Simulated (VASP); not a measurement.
# AlAs in VASP: a series of runs, part 4 of 4

VASP 6.6.1. The steps go on from the part before.

### 6 Work function, PBE (the (1 1 1) slab of AlAs, cut from the database cell, not relaxed)

Input file INCAR:

```
ALGO     = Normal         # electronic algorithm
DIPOL    = 0.5 0.5 0.500
EDIFF    = 1E-6           # SCF threshold, eV
ENCUT    = 520            # plane-wave cutoff, eV
GGA      = PE             # functional
IDIPOL   = 3            
ISIF     = 2              # what is computed and relaxed
ISMEAR   = 0              # smearing method
LASPH    = T              # aspherical terms in the spheres
LCHARG   = T              # write CHGCAR
LDIPOL   = T            
LELF     = T              # ELF
LREAL    = F              # projectors in reciprocal space
LVACPOTAV= T            
LVHAR    = T            
LWAVE    = F              # write WAVECAR
NELM     = 60             # most SCF steps
PREC     = Accurate       # precision mode
SIGMA    = 0.05           # smearing width, eV
```

Input file KPOINTS:

```
k-points
0
Gamma
  8 8 1
```

Input file POSCAR:

```
AlAs
1.0
    4.0027900669      0.0000000000      0.0000000000
   -2.0013950335      3.4665178840      0.0000000000
    0.0000000000      0.0000000000     25.6218593124
As Al
4 4
Direct
    0.0000000000      0.0000000000      0.2927188034
    0.3333333333      0.6666666667      0.4202764629
    0.6666666667      0.3333333333      0.5478341223
    0.0000000000      0.0000000000      0.6753917817
    0.3333333333      0.6666666667      0.3246082183
    0.6666666667      0.3333333333      0.4521658777
    0.0000000000      0.0000000000      0.5797235371
    0.3333333333      0.6666666667      0.7072811966
```

Potentials or basis: VASP PAW PBE potentials, release 64 (As, Al).

Command:

```bash
> cat potpaw_PBE.64/As/POTCAR potpaw_PBE.64/Al/POTCAR > POTCAR
> mpirun -np 1 vasp_std > vasp.out
```

OUTCAR:

```text
EDIFF = 1E-6
   ENCUT = 520
   GGA = PE
   ISIF = 2
   ISMEAR = 0
   LASPH = T
   LREAL = F
   NELM = 60
   PREC = Accurate

 ion  position               nearest neighbor table
   1  0.000  0.000  0.293-   5 2.45   5 2.45   5 2.45
   2  0.333  0.667  0.420-   6 2.45   6 2.45   6 2.45   5 2.45
   3  0.667  0.333  0.548-   7 2.45   7 2.45   7 2.45   6 2.45
   4  0.000  0.000  0.675-   8 2.45   8 2.45   8 2.45   7 2.45
   5  0.333  0.667  0.325-   1 2.45   1 2.45   1 2.45   2 2.45
   6  0.667  0.333  0.452-   2 2.45   2 2.45   2 2.45   3 2.45
   7  0.000  0.000  0.580-   3 2.45   3 2.45   3 2.45   4 2.45
   8  0.333  0.667  0.707-   4 2.45   4 2.45   4 2.45

  LATTYP: Found a hexagonal cell.
 ALAT       =     4.0027900669
 C/A-ratio  =     6.4010000235

  Lattice vectors:

 A1 = (   4.0027900669,   0.0000000000,   0.0000000000)
 A2 = (  -2.0013950335,   3.4665178840,   0.0000000000)
 A3 = (   0.0000000000,   0.0000000000,  25.6218593124)

Analysis of symmetry for initial positions (statically):
=====================================================================
 Subroutine PRICEL returns:
 Original cell was already a primitive cell.

 Routine SETGRP: Setting up the symmetry group for a
 hexagonal supercell.

 Subroutine GETGRP returns: Found  6 space group operations
 (whereof  6 operations were pure point group operations)
 out of a pool of 24 trial point group operations.

The static configuration has the point symmetry C_3v.

Analysis of symmetry for dynamics (positions and initial velocities):
=====================================================================
 Subroutine PRICEL returns:
 Original cell was already a primitive cell.

 Routine SETGRP: Setting up the symmetry group for a
 hexagonal supercell.

 Subroutine GETGRP returns: Found  6 space group operations
 (whereof  6 operations were pure point group operations)
[... 126 lines left out ...]
   AEXX    =    0.0000 exact exchange contribution
   IVDW    =     0    specifies the selected vdW correction
   LEPSILON=     F    determine dielectric tensor
   LRPA    =     F    only Hartree local field effects (RPA)
 non-spin polarized calculation
 Gauss-broadening in eV      SIGMA  =   0.05
  energy-cutoff  :      520.00
  volume of cell :      355.52
 maximum number of plane-waves:      9641
 NGX is ok and might be reduce to    30
   NGX = 15   NGY = 15   NGZ = 95

 number of electron      31.9999998 magnetization

 dipolmoment           0.000000      0.000000     -0.182421 electrons x Angstroem

 Free energy of the ion-electron system (eV)
  ---------------------------------------------------
  ext. energy  EPLUGINS =         0.00000000
  ---------------------------------------------------
  free energy    TOTEN  =       -34.96083882 eV

  energy without entropy =      -34.94721588  energy(sigma->0) =      -34.95402735

 E-fermi :  -0.0657     XC(G=0):  -5.2232

 val. band max:       -0.1241454985   @ k =   0.2500   0.1250   0.0000
 cond. band min:      -0.0566652248   @ k =   0.1250   0.0000   0.0000
 fundamental gap:      0.0674802737
 Fermi energy:        -0.0656709560

 k-point     1 :       0.0000    0.0000    0.0000
  band No.  band energies     occupation
      1     -12.8017      2.00000
      2     -12.1239      2.00000
      3     -11.4725      2.00000
      4     -10.4442      2.00000
      5      -6.0431      2.00000
      6      -4.5900      2.00000
[... 229 lines left out ...]
     20       3.1275      0.00000
     21       3.5442      0.00000

------------------------ aborting loop because EDIFF is reached ----------------------------------------

  FORCE on cell =-STRESS in cart. coord.  units (eV):
  Direction    XX          YY          ZZ          XY          YZ          ZX
  --------------------------------------------------------------------------------------
  -------------------------------------------------------------------------------------
  Total        2.0427454      2.0427454      4.2916934     -0.0000000     -0.0000000     -0.0000000
  in kB        9.2057232      9.2057232     19.3407082     -0.0000000     -0.0000000     -0.0000000
  external PRESSURE =      12.5840516 kB  Pullay stress =       0.0000000 kB

 VOLUME and BASIS-vectors are now :
 -----------------------------------------------------------------------------
  energy-cutoff  :      520.00
  volume of cell :      355.52
      direct lattice vectors                 reciprocal lattice vectors
     4.002790067  0.000000000  0.000000000     0.249825742  0.144236960  0.000000000
    -2.001395034  3.466517884  0.000000000     0.000000000  0.288473919  0.000000000
     0.000000000  0.000000000 25.621859312     0.000000000  0.000000000  0.039029174

 POSITION                                       TOTAL-FORCE (eV/Angst)
 -----------------------------------------------------------------------------------
      0.00000      0.00000      7.50000         0.000000     -0.000000     -0.170554
     -0.00000      2.31101     10.76826         0.000000      0.000000      0.543467
      2.00140      1.15551     14.03653         0.000000     -0.000000      0.440589
      0.00000      0.00000     17.30479         0.000000      0.000000      0.704787
     -0.00000      2.31101      8.31707        -0.000000      0.000000     -0.429350
      2.00140      1.15551     11.58533        -0.000000     -0.000000     -0.452252
      0.00000      0.00000     14.85359         0.000000      0.000000     -0.507749
     -0.00000      2.31101     18.12186        -0.000000      0.000000     -0.128937
 -----------------------------------------------------------------------------------
    total drift:                                0.000001     -0.000001     -0.000147

  FREE ENERGIE OF THE ION-ELECTRON SYSTEM (eV)
  ---------------------------------------------------
  free  energy   TOTEN  =       -34.9608388205 eV

  energy  without entropy=      -34.9472158790  energy(sigma->0) =      -34.95402735

 vacuum level on the upper side and lower side of the slab         3.488         5.868
```

OSZICAR:

```text
N       E                     dE             d eps       ncg     rms          rms(c)
DAV:   1     0.165755056022E+03    0.16576E+03   -0.10564E+04   420   0.113E+03
DAV:   2    -0.183779517812E+02   -0.18413E+03   -0.17806E+03   641   0.181E+02
DAV:   3    -0.364588091465E+02   -0.18081E+02   -0.17566E+02   524   0.602E+01
[... 39 lines left out ...]
DAV:  43    -0.349608407041E+02   -0.70081E-05   -0.10381E-06   364   0.456E-03    0.869E-02
DAV:  44    -0.349608438809E+02   -0.31768E-05   -0.40701E-07   255   0.311E-03    0.868E-02
DAV:  45    -0.349608426254E+02    0.12555E-05   -0.59201E-07   325   0.345E-03    0.856E-02
DAV:  46    -0.349608382718E+02    0.43536E-05   -0.53207E-06   440   0.818E-03    0.827E-02
DAV:  47    -0.349608388205E+02   -0.54864E-06   -0.29836E-07   235   0.300E-03
   1 F= -.34960839E+02 E0= -.34954027E+02  d E =-.136229E-01
```

Run time: 4.6 min. Hardware: 1 thread of Intel Xeon Platinum 8259CL at 2.50GHz (Skylake/Cascade Lake), shared host; peak memory 0.43 GiB.

Results:

```yaml
Free_energy: -34.9608 eV
Largest_force: 0.705 eV/Å
Band_gap_on_the_k_mesh: none (metal or under the smearing width)
Work_function_of_the_upper_face: 3.55 eV
Work_function_of_the_lower_face: 5.93 eV
```

Forces on the atoms (eV/Å):
```
As   0.000  0.000 -0.171
As   0.000  0.000  0.543
As   0.000  0.000  0.441
As   0.000  0.000  0.705
Al   0.000  0.000 -0.429
Al   0.000  0.000 -0.452
Al   0.000  0.000 -0.508
Al   0.000  0.000 -0.129
```

Levels at points of the mesh, in eV from the Fermi level:
| k point | band 13 | band 14 | band 15 | band 16 | band 17 | band 18 | band 19 | band 20 |
| --- | --- | --- | --- | --- | --- | --- | --- | --- |
| (0.00, 0.00, 0.00) | -0.68 | -0.61 | 0.20 | 0.20 | 0.31 | 1.25 | 1.84 | 2.36 |
| (0.50, 0.00, 0.00) | -2.11 | -1.76 | -0.86 | -0.35 | 0.06 | 0.91 | 1.74 | 1.87 |
